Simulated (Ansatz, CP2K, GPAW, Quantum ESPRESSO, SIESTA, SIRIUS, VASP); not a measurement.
# AlRu: programs and potentials compared

```
Ru Al
1.0
     2.99160    0.00000    0.00000
     0.00000    2.99160    0.00000
     0.00000    0.00000    2.99160
Ru Al
1 1
Direct
  0.50000 0.50000 0.50000
  0.00000 0.00000 0.00000
```

Alike in all runs: task single point; functional PBEsol; k mesh 9 × 9 × 9; occupations fermi-dirac, width 0.05 eV; no spin polarisation; no spin-orbit coupling. Pressure is positive in compression and, in plane waves, holds the error of the finite cutoff.

| program and potentials | plane-wave cutoff (eV) | notes | pressure (GPa) |
| --- | --- | --- | --- |
| SIESTA, files PseudoDojo sr-pbesol-0.4.1-standard, DZP (energy shift 0.003 Ry; two zetas on semicore shells) | - | atomic basis; 9.5 valence electrons an atom on average | -1.74 |
| Quantum ESPRESSO, GBRV 1.5 PBEsol | 612 | 9.5 valence electrons an atom on average | -3.45 |
| GPAW, PAW data sets generated for this functional | 600 | 9.5 valence electrons an atom on average | -2.57 |
| CP2K, POTENTIAL_UZH Ru GTH-PBE-q16, Al GTH-PBE-q3; TZVP-MOLOPT-PBE-GTH basis | - | atomic basis; potentials made for PBE; 9.5 valence electrons an atom on average | -0.39 |
| VASP, PBE PAW files Al, Ru_pv, 520 eV | 520 | potentials made for PBE; 8.5 valence electrons an atom on average | -3.27 |
| SIRIUS, PseudoDojo 0.4.1 PBEsol standard (scalar relativistic) | 1152 | 9.5 valence electrons an atom on average | -3.23 |
| Ansatz, all-electron LAPW, scalar-relativistic | - | - | -3.37 |

The pressure spans -3.45 (Quantum ESPRESSO, GBRV 1.5 PBEsol) to -0.39 GPa (CP2K, POTENTIAL_UZH Ru GTH-PBE-q16, Al GTH-PBE-q3; TZVP-MOLOPT-PBE-GTH basis), with all-electron results at -3.37. The pressure on the cell as given of CP2K, POTENTIAL_UZH Ru GTH-PBE-q16, Al GTH-PBE-q3; TZVP-MOLOPT-PBE-GTH basis lies far from the others; the cause wasn't traced. Rows in atomic bases carry the error of their basis and grid, which can be large.

Differences between rows come from potentials, basis sets and numerical settings, since the functional is the same but for its coding. Runs on potential files found faulty are left out.
